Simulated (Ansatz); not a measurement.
# Structure optimisation: fluorine, solid alpha-F2

All numbers below come from Ansatz 0.2.0, DFT, LDA (PW92), plane waves (420 eV) with PAW, scalar-relativistic. (PAW data from PBE, frozen cores regenerated.)

k-point mesh 6×6×3, Fermi-Dirac smearing 0.05 eV, no spin polarisation. Cell and atoms relax.

Starting structure:

```
CELL_PARAMETERS angstrom
2.75000 -1.64000 0.00000
2.75000 1.64000 0.00000
-1.53472 0.00000 7.11639
ATOMIC_POSITIONS crystal
F 0.96800 0.60200 0.09970
F 0.39800 0.03200 0.40030
F 0.03200 0.39800 0.90030
F 0.60200 0.96800 0.59970
```

Problem. What cell does the relaxation end in?

Solution. C2/c with a = 4.909 Å, b = 3.050 Å, c = 6.117 Å, β = 90.84°; 11.45 Å³ per atom against 16.05 at the start (-28.7 %).

Problem. How much energy does the relaxation gain?

Solution. 117.3 meV per atom.
